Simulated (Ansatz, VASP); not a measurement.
## Two plane-wave programs on TaN

Contents of INCAR:

```
SYSTEM = TaN
PREC     = Accurate       ! precision mode
ENCUT    = 520            ! plane-wave cutoff, eV
EDIFF    = 1E-8           ! SCF threshold, eV
ISMEAR   = -1             ! smearing method
SIGMA    = 0.02           ! smearing width, eV
LREAL    = .FALSE.        ! projectors in reciprocal space
LASPH    = .TRUE.         ! aspherical terms in the spheres
NELM     = 60             ! most SCF steps
ALGO     = Normal         ! electronic algorithm
ISIF     = 2              ! what is computed and relaxed
LWAVE    = .FALSE.        ! write WAVECAR
LCHARG   = .FALSE.        ! write CHGCAR
GGA      = PE             ! functional
LEFG     = .TRUE.       
NBANDS   = 15             ! bands
```

File KPOINTS:

```
Automatic mesh
0
G
  9 9 9
  0 0 0
```

File POSCAR:

```
TaN
1.0
    0.0000000000      2.1790000000      2.1790000000
    2.1790000000      0.0000000000      2.1790000000
    2.1790000000      2.1790000000      0.0000000000
Ta N
1 1
Direct
    0.5000000000      0.5000000000      0.5000000000
    0.0264960991      0.0264960991      0.0264960991
```

Input for Ansatz:

```yaml
crystal:
  lattice:
    - [0.0, 2.179, 2.179]
    - [2.179, 0.0, 2.179]
    - [2.179, 2.179, 0.0]
  atoms:
    - { symbol: Ta, position: [0.5, 0.5, 0.5] }
    - { symbol: "N", position: [0.0264960991, 0.0264960991, 0.0264960991] }
kpoints:
  mp_grid: { grid: [9, 9, 9] }
scf:
  occupations: { method: fermi_dirac, width: 0.02 }
hamiltonian:
  xc: pbe
  pseudopotentials: { kind: paw }
output:
  forces: true
  stress: true
  eigenvalues: true
  efg: { contact_densities: true }
```

Alike in both runs: task electric field gradients; functional PBE; k mesh 9 × 9 × 9; occupations fermi-dirac, width 0.02 eV; no spin polarisation.

|  | VASP | Ansatz |
| --- | --- | --- |
| version | VASP 6.6.1 | Ansatz 0.2.0 |
| potentials or method | VASP PAW PBE potentials, release 64 (Ta_pv, N) | PAW with Ansatz's default frozen-core files, scalar-relativistic |
| plane-wave cutoff (eV) | 520 | 420 |
| valence electrons in the cell | 16 | 18 |

Ansatz gave:

```
pressure (GPa)                                                 : 21.7
largest component of the traceless stress (GPa)                : 2.13
rms of the force components (eV/Å)                             : 1.121
Vzz of the field gradient on the site that differs most (V/Å²) : 49.7
```

Question: Estimate VASP's values.

Answer: Pressure (GPa): 22.8; largest component of the traceless stress (GPa): 2.15; rms of the force components (eV/Å): 1.131; Vzz of the field gradient on the site that differs most (V/Å²): 44.8.

Atom by atom the forces differ by 0.010 eV/Å (rms over components). With one functional, cell and mesh, what is left measures potentials, basis and numerics. The two sets of potentials don't hold the same shells in valence. Ansatz warned: «gradients_without_spin_orbit».

Caveats: so large a pressure means that the cell lies far from this level's equilibrium, or that cutoff or potentials fall short (VASP); forces of over 1 eV/Å show positions far from the minimum, so gaps and moduli don't describe the material at rest. The runs have no spin-orbit coupling, so splittings on Ta are missing.
